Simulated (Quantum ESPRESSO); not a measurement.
# Ta (P6_3/mmc) in Quantum ESPRESSO: single point with PBE

Aim: the single point of Ta with PBE.

Everything below comes from runs of Quantum ESPRESSO 7.5. Logs are shortened: lines on timing, memory, paths and dates and some standing lists are left out, and cuts for length are marked.

### 1 The structure

It takes space group P6_3/mmc (No. 194, hexagonal). The conventional cell has a = 2.900 Å, b = 2.900 Å, c = 5.166 Å, α = 90.00°, β = 90.00°, γ = 120.00°. Around Ta (site symmetry -6m2) lie 12 Ta at 2.90 to 3.08 Å.

This isn't the form of Ta at room conditions, which is bcc.

### 2 Single point, PBE

Contents of run.py:

```python
import numpy as np
from ase.calculators.espresso import Espresso, EspressoProfile
from ase.io import read

atoms = read('POSCAR')

input_data = {
    'control': {'calculation': 'scf', 'prefix': 'pwscf', 'outdir': './tmp', 'tprnfor': True, 'tstress': True, 'disk_io': 'nowf'},
    'system': {'ecutwfc': 55.0, 'ecutrho': 440.0, 'nbnd': 20, 'occupations': 'smearing', 'smearing': 'fd', 'degauss': 0.00367493},
    'electrons': {'conv_thr': 4e-10, 'electron_maxstep': 120, 'mixing_beta': 0.5},
}
pseudopotentials = {'Ta': 'Ta_pbe_v1.uspp.F.UPF'}
profile = EspressoProfile(command='pw.x', pseudo_dir='pseudo')
dft = Espresso(profile=profile, input_data=input_data, pseudopotentials=pseudopotentials, kpts=(11, 11, 5), koffset=(0, 0, 0))
atoms.calc = dft

print(f'energy {atoms.get_potential_energy():.8f} eV')
print('forces (eV/A)')
print(np.round(atoms.get_forces(), 6))
print('stress (eV/A^3, Voigt)')
print(np.round(atoms.get_stress(), 8))
print(f'Fermi level {dft.get_fermi_level():.4f} eV')
```

Contents of POSCAR:

```
Ta
1.0
    2.9003720726      0.0000000000      0.0000000000
   -1.4501860363      2.5117958953      0.0000000000
    0.0000000000      0.0000000000      5.1662740000
Ta
2
Direct
    0.3333333333      0.6666666667      0.2500000000
    0.6666666667      0.3333333333      0.7500000000
```

Potentials or basis: SSSP 1.3 efficiency PBE.

Started as:

```console
$ OMP_NUM_THREADS=1 python run.py
```

What it wrote:

```text
energy -3860.27829485 eV
forces (eV/A)
[[ 0.  0.  0.]
 [ 0. -0.  0.]]
stress (eV/A^3, Voigt)
[0.00927615 0.00927615 0.00343666 0.         0.         0.        ]
Fermi level 18.1615 eV
```

espresso.pwi:

```text
&CONTROL
   calculation      = 'scf'
   tstress          = .true.
   tprnfor          = .true.
   outdir           = './tmp'
   prefix           = 'pwscf'
   disk_io          = 'nowf'
   pseudo_dir       = 'pseudo'
/
&SYSTEM
   nbnd             = 20
   ecutwfc          = 55.0
   ecutrho          = 440.0
   occupations      = 'smearing'
   degauss          = 0.00367493
   smearing         = 'fd'
   ntyp             = 1
   nat              = 2
   ibrav            = 0
/
&ELECTRONS
   electron_maxstep = 120
   conv_thr         = 4e-10
   mixing_beta      = 0.5
/
&IONS
/
&CELL
/
&FCP
/
&RISM
/
ATOMIC_SPECIES
Ta 180.94788 Ta_pbe_v1.uspp.F.UPF

K_POINTS automatic
11 11 5  0 0 0

CELL_PARAMETERS angstrom
2.90037207260000 0.00000000000000 0.00000000000000
-1.45018603630000 2.51179589530000 0.00000000000000
0.00000000000000 0.00000000000000 5.16627400000000

ATOMIC_POSITIONS angstrom
Ta -0.0000000001 1.6745305970 1.2915685000  
Ta 1.4501860364 0.8372652983 3.8747055000
```

espresso.pwo:

```text
This program is part of the open-source Quantum ESPRESSO suite
     for quantum simulation of materials; please cite
         "P. Giannozzi et al., J. Phys.:Condens. Matter 21 395502 (2009);
         "P. Giannozzi et al., J. Phys.:Condens. Matter 29 465901 (2017);
         "P. Giannozzi et al., J. Chem. Phys. 152 154105 (2020);
     in publications or presentations arising from this work. More details at

Warning: card &CELL ignored
Warning: card &FCP ignored
Warning: card &RISM ignored

     Message from routine setup:
     using ibrav=0 with symmetry is DISCOURAGED, use correct ibrav instead

     G-vector sticks info
     --------------------
     sticks:   dense  smooth     PW     G-vecs:    dense   smooth      PW
     Sum         913     451    139                39629    13997    2371

     Using Slab Decomposition

     bravais-lattice index     =            0
     lattice parameter (alat)  =       5.4809  a.u.
     unit-cell volume          =     253.9874 (a.u.)^3
     number of atoms/cell      =            2
     number of atomic types    =            1
     number of electrons       =        26.00
     number of Kohn-Sham states=           20
     kinetic-energy cutoff     =      55.0000  Ry
     charge density cutoff     =     440.0000  Ry
     scf convergence threshold =      4.0E-10
     mixing beta               =       0.5000
     number of iterations used =            8  plain     mixing
     Exchange-correlation= SLA  PW   PBE  PBE
                           (   1   4   3   4   0   0   0)

     celldm(1)=   5.480909  celldm(2)=   0.000000  celldm(3)=   0.000000
     celldm(4)=   0.000000  celldm(5)=   0.000000  celldm(6)=   0.000000

     crystal axes: (cart. coord. in units of alat)
               a(1) = (   1.000000   0.000000   0.000000 )
               a(2) = (  -0.500000   0.866025   0.000000 )
               a(3) = (   0.000000   0.000000   1.781245 )

     reciprocal axes: (cart. coord. in units 2 pi/alat)
               b(1) = (  1.000000  0.577350 -0.000000 )
               b(2) = (  0.000000  1.154701  0.000000 )
               b(3) = (  0.000000 -0.000000  0.561405 )

     PseudoPot. # 1 for Ta read from file:
     Ta_pbe_v1.uspp.F.UPF
     Pseudo is Ultrasoft + core correction, Zval = 13.0
     Generated by new atomic code, or converted to UPF format
     Using radial grid of  921 points,  7 beta functions with:
                l(1) =   0
                l(2) =   0
                l(3) =   1
                l(4) =   1
                l(5) =   2
                l(6) =   2
                l(7) =   3
     Q(r) pseudized with  6 coefficients,  rinner =    1.300   1.300   1.300
                                                       1.300   1.300   1.300
                                                       1.300

     atomic species   valence    mass     pseudopotential
     Ta               13.00   180.94788     Ta( 1.00)

     24 Sym. Ops., with inversion, found (12 have fractional translation)

   Cartesian axes

     site n.     atom                  positions (alat units)
         1        Ta     tau(   1) = (  -0.0000000   0.5773503   0.4453113  )
         2        Ta     tau(   2) = (   0.5000000   0.2886751   1.3359339  )

     number of k points=    48  Fermi-Dirac smearing, width (Ry)=  0.0037
                       cart. coord. in units 2pi/alat
        k(    1) = (   0.0000000   0.0000000   0.0000000), wk =   0.0033058
        k(    2) = (   0.0000000   0.0000000   0.1122810), wk =   0.0066116
        k(    3) = (   0.0000000   0.0000000   0.2245620), wk =   0.0066116
        k(    4) = (   0.0000000   0.1049728   0.0000000), wk =   0.0198347
        k(    5) = (   0.0000000   0.1049728   0.1122810), wk =   0.0396694
        k(    6) = (   0.0000000   0.1049728   0.2245620), wk =   0.0396694
[... 40 lines left out ...]
        k(   47) = (   0.2727273   0.5773503   0.1122810), wk =   0.0396694
        k(   48) = (   0.2727273   0.5773503   0.2245620), wk =   0.0396694

     Dense  grid:    39629 G-vectors     FFT dimensions: (  40,  40,  72)

     Smooth grid:    13997 G-vectors     FFT dimensions: (  25,  25,  48)

     Initial potential from superposition of free atoms

     starting charge      25.9978, renormalised to      26.0000

     negative rho (up, down):  1.867E-01 0.000E+00
     Starting wfcs are   26 randomized atomic wfcs

     Self-consistent Calculation

     iteration #  1     ecut=    55.00 Ry     beta= 0.50
     Davidson diagonalization with overlap
     ethr =  1.00E-02,  avg # of iterations =  2.1

     Threshold (ethr) on eigenvalues was too large:
     Diagonalizing with lowered threshold

     Davidson diagonalization with overlap
     ethr =  1.72E-04,  avg # of iterations =  2.5

     negative rho (up, down):  1.914E-01 0.000E+00

     total energy              =    -283.72191667 Ry
     estimated scf accuracy    <       0.05120256 Ry

     iteration #  2     ecut=    55.00 Ry     beta= 0.50
     Davidson diagonalization with overlap
     ethr =  1.97E-04,  avg # of iterations =  2.0

     negative rho (up, down):  1.953E-01 0.000E+00

     total energy              =    -283.72470799 Ry
     estimated scf accuracy    <       0.00488585 Ry

     iteration #  3     ecut=    55.00 Ry     beta= 0.50
     Davidson diagonalization with overlap
     ethr =  1.88E-05,  avg # of iterations =  2.1

     negative rho (up, down):  1.972E-01 0.000E+00

     total energy              =    -283.72522877 Ry
     estimated scf accuracy    <       0.00028221 Ry

     iteration #  4     ecut=    55.00 Ry     beta= 0.50
     Davidson diagonalization with overlap
     ethr =  1.09E-06,  avg # of iterations =  2.1

     negative rho (up, down):  1.971E-01 0.000E+00

     total energy              =    -283.72524446 Ry
     estimated scf accuracy    <       0.00000755 Ry

     iteration #  5     ecut=    55.00 Ry     beta= 0.50
     Davidson diagonalization with overlap
     ethr =  2.90E-08,  avg # of iterations =  2.1

     negative rho (up, down):  1.972E-01 0.000E+00

     total energy              =    -283.72524627 Ry
     estimated scf accuracy    <       0.00000037 Ry

     iteration #  6     ecut=    55.00 Ry     beta= 0.50
     Davidson diagonalization with overlap
     ethr =  1.42E-09,  avg # of iterations =  2.0

     negative rho (up, down):  1.972E-01 0.000E+00

     total energy              =    -283.72524631 Ry
     estimated scf accuracy    <       0.00000001 Ry

     iteration #  7     ecut=    55.00 Ry     beta= 0.50
     Davidson diagonalization with overlap
     ethr =  4.00E-11,  avg # of iterations =  1.4

     negative rho (up, down):  1.972E-01 0.000E+00

     total energy              =    -283.72524630 Ry
     estimated scf accuracy    <          2.8E-09 Ry

     iteration #  8     ecut=    55.00 Ry     beta= 0.50
     Davidson diagonalization with overlap
     ethr =  1.09E-11,  avg # of iterations =  2.0

     negative rho (up, down):  1.972E-01 0.000E+00

     End of self-consistent calculation

          k = 0.0000 0.0000 0.0000 (  1775 PWs)   bands (ev):

   -49.4934 -49.4349 -16.4078 -15.5980 -15.4798 -15.4798 -15.3984 -15.3984
     9.9699  13.2467  17.5882  17.9966  18.7520  18.7520  19.3135  19.3135
    21.1183  21.1183  23.2691  23.2691

          k = 0.0000 0.0000 0.1123 (  1763 PWs)   bands (ev):

   -49.4878 -49.4405 -16.3344 -15.6796 -15.4720 -15.4720 -15.4062 -15.4062
    10.3112  13.0559  17.4161  17.5177  18.7146  18.7146  19.1787  19.1787
    21.4422  21.4422  23.2118  23.2118

          k = 0.0000 0.0000 0.2246 (  1763 PWs)   bands (ev):

   -49.4732 -49.4552 -16.1386 -15.8887 -15.4518 -15.4518 -15.4266 -15.4266
    11.2236  12.3313  16.9890  17.0733  18.7318  18.7318  18.9130  18.9130
    22.1727  22.1727  22.8695  22.8695

          k = 0.0000 0.1050 0.0000 (  1763 PWs)   bands (ev):

   -49.4856 -49.4293 -16.3817 -15.6010 -15.5640 -15.5026 -15.4841 -15.4139
    10.2826  13.5830  17.6157  17.6211  18.5679  19.0149  19.0525  19.6074
    20.6281  20.8563  23.3935  23.9047

          k = 0.0000 0.1050 0.1123 (  1761 PWs)   bands (ev):

   -49.4803 -49.4347 -16.3124 -15.6866 -15.5545 -15.4942 -15.4847 -15.4224
    10.6171  13.3889  17.1913  17.4923  18.4003  18.9629  18.9973  19.4573
    21.0773  21.2291  23.2831  23.5686

          k = 0.0000 0.1050 0.2246 (  1758 PWs)   bands (ev):

   -49.4662 -49.4488 -16.1272 -15.8899 -15.5304 -15.5023 -15.4721 -15.4447
    11.5188  12.6381  16.8349  17.0871  18.4031  18.6810  18.9989  19.1803
    22.0041  22.0352  22.8287  22.9185

          k = 0.0000 0.2099 0.0000 (  1757 PWs)   bands (ev):

   -49.4648 -49.4145 -16.3085 -15.7873 -15.7071 -15.6120 -15.5621 -15.4566
    11.1454  14.4273  16.7920  17.3071  18.1413  19.0311  19.7053  19.9293
    20.2955  20.4596  23.5853  25.1942

          k = 0.0000 0.2099 0.1123 (  1762 PWs)   bands (ev):

   -49.4600 -49.4193 -16.2537 -15.7837 -15.7546 -15.6275 -15.5521 -15.4667
    11.4501  14.2253  16.4909  17.4051  17.8745  18.6273  19.7386  20.2038
    20.5019  20.9196  23.3705  24.2495
[... 211 lines left out ...]
          k = 0.2727 0.4724 0.1123 (  1738 PWs)   bands (ev):

   -49.3803 -49.3691 -16.3104 -16.2746 -16.0067 -15.9460 -15.8489 -15.7290
    15.2106  15.2891  16.1939  16.6368  17.6581  17.7220  18.9119  21.4813
    21.7239  23.5256  26.2155  26.2995

          k = 0.2727 0.4724 0.2246 (  1736 PWs)   bands (ev):

   -49.3768 -49.3726 -16.3234 -16.3177 -16.0102 -15.9795 -15.7624 -15.7170
    15.1146  15.1166  16.4349  16.9336  17.2347  17.7009  19.2215  20.1218
    22.7473  23.9087  26.3436  26.3621

          k = 0.2727 0.5774 0.0000 (  1742 PWs)   bands (ev):

   -49.3733 -49.3673 -16.2981 -16.1946 -16.0902 -15.9736 -15.8789 -15.7979
    15.2597  15.8521  16.1290  16.6456  17.6572  17.6656  19.1397  21.9364
    22.2497  22.5282  25.4439  25.6666

          k = 0.2727 0.5774 0.1123 (  1744 PWs)   bands (ev):

   -49.3727 -49.3679 -16.3010 -16.2289 -16.1116 -16.0007 -15.8240 -15.7633
    15.2338  16.0402  16.1993  16.2542  17.5266  17.7201  19.2387  21.4180
    22.3109  23.0312  25.6105  25.8324

          k = 0.2727 0.5774 0.2246 (  1750 PWs)   bands (ev):

   -49.3712 -49.3694 -16.3068 -16.2842 -16.1025 -16.0538 -15.7490 -15.7272
    15.2793  15.6196  16.4159  16.4289  17.3840  17.6078  19.4990  20.1774
    23.0665  23.4712  26.5323  26.6657

     the Fermi energy is    18.1615 ev

!    total energy              =    -283.72524631 Ry
     estimated scf accuracy    <          9.6E-11 Ry
     smearing contrib. (-TS)   =      -0.00140790 Ry
     internal energy E=F+TS    =    -283.72383841 Ry

     The total energy is F=E-TS. E is the sum of the following terms:
     one-electron contribution =     -34.86612595 Ry
     hartree contribution      =      29.58803697 Ry
     xc contribution           =     -84.45246590 Ry
     ewald contribution        =    -193.99328353 Ry

     convergence has been achieved in   8 iterations

     negative rho (up, down):  1.972E-01 0.000E+00

     Forces acting on atoms (cartesian axes, Ry/au):

     atom    1 type  1   force =     0.00000000    0.00000000    0.00000000
     atom    2 type  1   force =     0.00000000   -0.00000000    0.00000000

     Total force =     0.000000     Total SCF correction =     0.000000

     Computing stress (Cartesian axis) and pressure

     negative rho (up, down):  1.972E-01 0.000E+00
          total   stress  (Ry/bohr**3)                   (kbar)     P=      -11.74
  -0.00010103  -0.00000000  -0.00000000          -14.86       -0.00       -0.00
  -0.00000000  -0.00010103  -0.00000000           -0.00      -14.86       -0.00
  -0.00000000  -0.00000000  -0.00003743           -0.00       -0.00       -5.51

=------------------------------------------------------------------------------=
   JOB DONE.
=------------------------------------------------------------------------------=
```

Run time: 24 s. Hardware: 1 thread of Arm Neoverse V2, shared host; peak memory 0.3 GiB.

What came out:

- Free energy: -3860.2786 eV
- Pressure: -1.2 GPa
- Band gap on the k mesh: none (metal or under the smearing width)

Spin-orbit coupling is left out, which matters for the levels of Ta.

### 3 The reference run

An earlier run on the cell as given: functional PBE; potentials or basis SSSP 1.3 efficiency PBE; cutoff 748 eV; density cutoff 5987 eV; k mesh 11 × 11 × 5; occupations fermi-dirac, width 0.05 eV; no spin polarisation.

- Pressure: -1.2 GPa
- Band gap on the k mesh: none (metal or under the smearing width)
